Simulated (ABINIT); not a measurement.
An input for ABINIT 10.8.3 (CdSe (Cadmoselite)):

```
acell 3*1.0 Angstrom
rprim 
  4.300000000016 -0.000000000004 0.000000000000
  -2.150000000005 3.723909236288 0.000000000000
  0.000000000000 0.000000000000 7.020000000000
ntypat 2
znucl 48 34
natom 4
typat 1 1 2 2
xred 
  0.333333333333 0.666666666667 0.000000000000
  0.666666666667 0.333333333333 0.500000000000
  0.333333333333 0.666666666667 0.385000000000
  0.666666666667 0.333333333333 0.885000000000
pp_dirpath "pseudos"
pseudos "Cd.upf, Se.upf"
ecut 48
ngkpt 3 3 2
nshiftk 1
shiftk 0.11 0.21 0.31
kptopt 3
chksymbreak 0
istwfk *1
occopt 1
irdwfk 1
optdriver 99
bs_calctype 1
mbpt_sciss 0.521 eV
bs_loband 39
nband 50
bs_exchange_term 1
bs_coulomb_term 21
bs_coupling 0
bs_algorithm 2
bs_freq_mesh 0 8 0.05 eV
zcut 0.15 eV
ecuteps 3
ecutwfn 24
inclvkb 2
mdf_epsinf 49.14
irdden 1
bs_haydock_niter 300
bs_haydock_tol -0.02 0
indata_prefix "in"
outdata_prefix "out"
tmpdata_prefix "tmp"
```

The database entry behind the starting cell differs from later determinations by our own check (inner coordinate of an old entry), so it need not match the best structure at ambient conditions.

```sh
OMP_NUM_THREADS=1 mpirun -n 8 abinit run.abi > log
```

Question: How long will it take on 8 MPI ranks of Arm Neoverse N1, shared host, and how much memory?

It took 33 s; on shared hardware allow 17 s to 66 s. Peak host memory was 2.0 GiB.

The kernel grows as the square of the matrix size, and full diagonalisation as its cube.

[Paths, hosts, dates, memory and timing lines, banners, echoed tables and standing remarks are left out of the program output.]

[Logs are printed without paths, hosts, clocks, repeated set-up lines and the standing remarks that a program may print on its own settings, such as how far it seeks lower states.]

[Runs of the session that timed out or met a known fault of the program may be left out.]

[Hosts, paths, dates, database ids (printed as entryN), source tags and the programs' standing remarks are cut or masked in the printed files.]

[G0W0 gaps are taken among the corrected bands and points alone; a level outside them can change the order at an edge.]

[Where Ansatz stands beside ABINIT at settings called matched, ABINIT's density can come from a denser mesh and the files from another edition; pairs whose starting gaps differed by over 0.03 eV were left out, so agreement reads better than it is.]
